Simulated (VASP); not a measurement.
Here is a VASP 6.6.1 calculation.

File INCAR:

```
SYSTEM = Na2S
  PREC = Accurate
  ENCUT = 520
  EDIFF = 1E-6
  ISMEAR = 0
  SIGMA = 0.02
  LREAL = .FALSE.
  LASPH = .TRUE.
  NELM = 100
  ALGO = Normal
  ISIF = 2
  LWAVE = .FALSE.
  LCHARG = .FALSE.
  GGA = PE
  IVDW = 12
  NBANDS = 17
```

File KPOINTS:

```
Automatic mesh
0
G
  6 6 6
  0 0 0
```

The input POSCAR:

```
Na2S
1.0
    0.0000000000      3.2198309702      3.2198309702
    3.2198309702      0.0000000000      3.2198309702
    3.2198309702      3.2198309702      0.0000000000
Na S
2 1
Direct
    0.2500000000      0.2500000000      0.2500000000
    0.7500000000      0.7500000000      0.7500000000
    0.0000000000      0.0000000000      0.0000000000
```

Potentials or basis: VASP PAW PBE potentials, release 64 (Na_pv, S).

Command:

```bash
$ cat potpaw_PBE.64/Na_pv/POTCAR potpaw_PBE.64/S/POTCAR > POTCAR
$ mpirun -np 1 vasp_std > vasp.out
```

(1) Predict the pressure.

(2) Predict the dispersion energy per atom.

(3) What does it give for the band gap on the k mesh?

## Answers

(1) 0.1 GPa.

(2) -0.247 eV.

(3) 2.64 eV, direct.
